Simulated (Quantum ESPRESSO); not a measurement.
Crystal: HfN.

```
Hf N
1.0
     0.00000    2.25600    2.25600
     2.25600    0.00000    2.25600
     2.25600    2.25600    0.00000
Hf N
1 1
Direct
  0.00000 0.00000 0.00000
  0.50000 0.50000 0.50000
```

* Program: Quantum ESPRESSO 7.5
* Task: phonons
* Functional: PBE
* Potentials or basis: SG15 PBE 1.2
* Cutoff: 952 eV
* Density cutoff: 3810 eV
* k mesh: 8 × 8 × 8
* Occupations: cold, width 0.2 eV
* Spin: no spin polarisation
* Mixing beta: 0.5
* Most SCF iterations: 120
* SCF threshold: 4e-10 Ry

Where do the zone-centre optical modes lie?

T1u at 511 cm⁻¹ (IR).

Optical modes at Γ, degenerate ones joined:
| cm⁻¹ | components | symmetry | active in |
| --- | --- | --- | --- |
| 511 | 3 | T1u | IR |

Caveat: the mesh is thin for the phonons of a metal; before the sum rule the acoustic modes lie tens of cm⁻¹ from zero, a sign that the density grid also shifts the optical modes.
